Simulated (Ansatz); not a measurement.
**FeO (Wuestite): equation of state with PBE**

The system is FeO (Wuestite).

```xyz
2
Lattice="0.0000 2.1554 2.1554 2.1554 0.0000 2.1554 2.1554 2.1554 0.0000" Properties=species:S:1:pos:R:3 pbc="T T T"
Fe    0.0000    0.0000    0.0000
O     2.1554    2.1554    2.1554
```

| Quantity | Value |
| --- | --- |
| Program | Ansatz 0.2.0 |
| Task | equation of state |
| Functional | PBE |
| Potentials or basis | Ansatz PAW earlier set |
| Cutoff | 930 eV |
| Density cutoff | 4650 eV |
| k mesh | 11 × 11 × 11 |
| Occupations | fermi-dirac, width 0.05 eV |
| Spin | collinear spin, ferromagnetic start |
| Starting moments | [3.0, 0.0] μB |

| Item | Value |
| --- | --- |
| Equilibrium volume | 10.00 Å³/atom |
| Bulk modulus | 185 GPa |
| Pressure derivative of the bulk modulus | 4.5 |

Energy against volume, from the lowest point:
```tsv
volume (Å³/atom)	energy (meV/atom)
9.413	22.18
9.613	9.25
9.813	2.06
10.013	0.00
10.214	2.54
10.414	9.19
10.614	19.55
```

All runs of the series together: 36 s on 2 threads of Arm Neoverse V1 (shared host).
